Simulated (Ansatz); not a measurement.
**C3H9N: harmonic frequencies at the relaxed geometry in Python**

At which frequencies does C3H9N vibrate? Wanted for C3H9N: harmonic frequencies at the relaxed geometry.

All numbers are computed with Ansatz 0.2.0 through its Python package. Level of theory: PBE0/cc-pVDZ.

### 1 The structure

Bond lengths: C1–C2 1.521 Å, C2–C3 1.527 Å, C3–N4 1.458 Å, C1–H5 1.095 Å, C1–H6 1.095 Å, C1–H7 1.095 Å, C2–H8 1.097 Å, C2–H9 1.097 Å, C3–H10 1.096 Å, C3–H11 1.095 Å, N4–H12 1.019 Å, N4–H13 1.019 Å. Angles (14 of 21 angles, heavy atoms first): C1–C2–C3 111.4°, C2–C3–N4 110.3°, C1–C2–H8 109.0°, C1–C2–H9 109.0°, C3–C2–H8 110.1°, C3–C2–H9 110.1°, C2–C1–H5 110.3°, C2–C1–H6 111.0°, C2–C1–H7 111.0°, C2–C3–H10 110.3°, C2–C3–H11 110.1°, N4–C3–H10 109.3°, N4–C3–H11 109.0°, C3–N4–H12 109.7°.

No structure file is read: the coordinates are typed or built in the script.

### 2 The code

Contents of freq.py:

```python
'''Vibrations and zero-point energy of C3H9N.'''

import ansatz as az
import numpy as np

GEOMETRY = '''
C     1.69160    0.18740    0.41570
C     0.46050    0.20630   -0.47720
C    -0.76310   -0.34360    0.25140
N    -1.92680   -0.32280   -0.62690
H     2.55720    0.58470   -0.12360
H     1.53740    0.80050    1.30940
H     1.92910   -0.83250    0.73500
H     0.66190   -0.38850   -1.37640
H     0.27350    1.23600   -0.80520
H    -0.97240    0.25400    1.14550
H    -0.57820   -1.37360    0.57450
H    -2.12570    0.63560   -0.91100
H    -2.74520   -0.64350   -0.11120
'''


def main() -> None:
    c3h9n = az.Crystal.molecule()
    for line in GEOMETRY.strip().splitlines():
        symbol, *xyz = line.split()
        c3h9n = c3h9n.atom(symbol, [float(v) for v in xyz])

    job = c3h9n.calculation()
    job = job.basis(gaussian='cc-pVDZ').functional('pbe0')
    symbols = [site.symbol for site in c3h9n.cartesian_sites]
    start = np.array([site.position_ang for site in c3h9n.cartesian_sites], dtype=float)
    r = job.relax(force_tolerance=0.003).run(threads=1).report
    end = np.array(r['positions_ang'])

    print('final positions (A) and the move of each atom')
    for symbol, xyz, old in zip(symbols, end, start):
        print(f'{symbol:2s} {xyz[0]:10.5f} {xyz[1]:10.5f} {xyz[2]:10.5f}   {np.linalg.norm(xyz - old):7.4f}')

    # same settings at the minimum
    minimum = az.Crystal.molecule()
    for symbol, place in zip(symbols, end):
        minimum = minimum.atom(symbol, place.tolist())
    vibrating = (
        minimum.calculation()
        .basis(gaussian='cc-pVDZ')
        .functional('pbe0')
        .phonons(temperatures=(200, 600, 100))
    )
    vib = vibrating.run(threads=1).report['vibrations']
    sums = vib['harmonic_sums']
    modes = [m['omega_inv_cm'] for m in sums['modes_at_gamma'] if m['rigid_motion'] == 'no']
    for number, w in enumerate(modes, start=1):
        print(f'mode {number:2d} {w:9.1f} 1/cm {w / 8065.544 * 1000:8.2f} meV')
    print('imaginary modes:', sum(w < 0 for w in modes), ' zero-point energy:', round(sums['zero_point_energy_ev'], 4), 'eV')
    print('T (K)   F_vib (eV)   S_vib (meV/K)   C_vib (meV/K)')
    for row in zip(sums['temperatures_k'], sums['vibrational_free_energy_ev'], vib['entropy_ev_per_k'], vib['heat_capacity_ev_per_k']):
        print(f'{row[0]:6.1f} {row[1]:11.4f} {1000 * row[2]:13.4f} {1000 * row[3]:15.4f}')


if __name__ == '__main__':
    main()
```

### 3 The input behind the calls

The engine receives this input (first run):

```yaml
crystal:
  periodic: [false, false, false]
  atoms:
    - { symbol: C, position_ang: [1.6916, 0.1874, 0.4157] }
    - { symbol: C, position_ang: [0.4605, 0.2063, -0.4772] }
    - { symbol: C, position_ang: [-0.7631, -0.3436, 0.2514] }
    - { symbol: "N", position_ang: [-1.9268, -0.3228, -0.6269] }
    - { symbol: H, position_ang: [2.5572, 0.5847, -0.1236] }
    - { symbol: H, position_ang: [1.5374, 0.8005, 1.3094] }
    - { symbol: H, position_ang: [1.9291, -0.8325, 0.735] }
    - { symbol: H, position_ang: [0.6619, -0.3885, -1.3764] }
    - { symbol: H, position_ang: [0.2735, 1.236, -0.8052] }
    - { symbol: H, position_ang: [-0.9724, 0.254, 1.1455] }
    - { symbol: H, position_ang: [-0.5782, -1.3736, 0.5745] }
    - { symbol: H, position_ang: [-2.1257, 0.6356, -0.911] }
    - { symbol: H, position_ang: [-2.7452, -0.6435, -0.1112] }
basis:
  gaussian:
    orbitals: cc-pVDZ
hamiltonian:
  xc: pbe0
relax:
  f_tol: 0.003
```

### 4 Launch

Run with:

```sh
> python freq.py
```

**Question.** What results will this script give? Wanted: moves of the relaxation of run 1; energy gained in run 1; last largest force component of run 1; highest frequency; imaginary modes; zero-point energy.

**Answer**, as computed:

| quantity | value |
| --- | --- |
| runs compared | 2 |
| moves of the relaxation of run 1 | 6 |
| energy gained in run 1 | 0.051 eV |
| last largest force component of run 1 | 0.0011 eV/Å |
| highest frequency | 3582 cm⁻¹ |
| imaginary modes | 0 |
| zero-point energy | 3.305 eV |

The dearest, run 2 (phonons), took some 7.2 times as long as run 1 (relaxation). Run 1: After 6 moves the largest shift is 0.078 Å, of atom 13 (H). All frequencies are real, so the geometry is a minimum. The values are harmonic; measured fundamentals also hold anharmonic shifts, mostly downward for stretches. The frequencies are harmonic and unscaled, in a modest basis. The result belongs to the one conformer reached from this start, and soft torsions count as harmonic oscillators.
